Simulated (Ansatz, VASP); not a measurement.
**V: VASP beside Ansatz**

The input POSCAR:

```
V
1.0
   -1.5143500000      1.5143500000      1.5143500000
    1.5143500000     -1.5143500000      1.5143500000
    1.5143500000      1.5143500000     -1.5143500000
V
1
Direct
    0.0000000000      0.0000000000      0.0000000000
```

Contents of INCAR.step1:

```
ALGO     = Normal         # electronic algorithm
EDIFF    = 1E-4           # SCF threshold, eV
ENCUT    = 520            # plane-wave cutoff, eV
GGA      = PE             # functional
ISMEAR   = 0              # smearing method
LASPH    = T              # aspherical terms in the spheres
LCHARG   = F              # write CHGCAR
LREAL    = F              # projectors in reciprocal space
LWAVE    = T              # write WAVECAR
NBANDS   = 12             # bands
NELM     = 80             # most SCF steps
PREC     = Accurate       # precision mode
SIGMA    = 0.05           # smearing width, eV
```

INCAR.step2

```
ALGO     = Normal         # electronic algorithm
EDIFF    = 1E-8           # SCF threshold, eV
ENCUT    = 520            # plane-wave cutoff, eV
ISIF     = 2              # what is computed and relaxed
ISMEAR   = 0              # smearing method
ISTART   = 1            
LASPH    = T              # aspherical terms in the spheres
LCHARG   = F              # write CHGCAR
LEFG     = T            
LMIXTAU  = T            
LREAL    = F              # projectors in reciprocal space
LWAVE    = F              # write WAVECAR
METAGGA  = R2SCAN         # meta-GGA
NBANDS   = 12             # bands
NELM     = 80             # most SCF steps
PREC     = Accurate       # precision mode
SIGMA    = 0.05           # smearing width, eV
```

KPOINTS

```
k-points
0
Gamma
  20 20 20
```

Input for Ansatz:

```yaml
crystal:
  lattice:
    - [-1.51435, 1.51435, 1.51435]
    - [1.51435, -1.51435, 1.51435]
    - [1.51435, 1.51435, -1.51435]
  atoms:
    - { symbol: V, position: [0.0, 0.0, 0.0] }
basis:
  ecutwfc: 500
  ecutrho_ratio: 4
kpoints:
  mp_grid: { grid: [20, 20, 20] }
hamiltonian:
  xc: r2scan
scf:
  occupations: { method: gaussian, width: 0.05 }
output:
  forces: true
  stress: true
  eigenvalues: true
  populations: true
  efg: { contact_densities: true, quadrupole_moments_barn: { V: -0.052 } }
```

Alike in both runs: task electric field gradients; functional r2SCAN; k mesh 20 × 20 × 20; occupations gaussian, width 0.05 eV; no spin polarisation.

|  | VASP | Ansatz |
| --- | --- | --- |
| version | VASP 6.6.1 | Ansatz 0.2.0 |
| potentials or method | VASP PAW PBE potentials, release 64 (V_sv) | scalar-relativistic, plane waves, PAW |
| plane-wave cutoff (eV) | 520 | 500 |
| valence electrons in the cell | 13 | 13 |

```tsv
	VASP	Ansatz	Ansatz less VASP
gap on the k mesh at the Fermi level (eV)	none	none	-
pressure (GPa)	-7.7	-8.3	-0.58
Vzz of the field gradient on the site that differs most (V/Å²)	0.0	0.0	-0.01
```

A gap of «none» marks a metal or a gap that the smearing closes.

Caveats: the PAW data sets were made with another functional, which shifts forces and pressure a little (VASP).
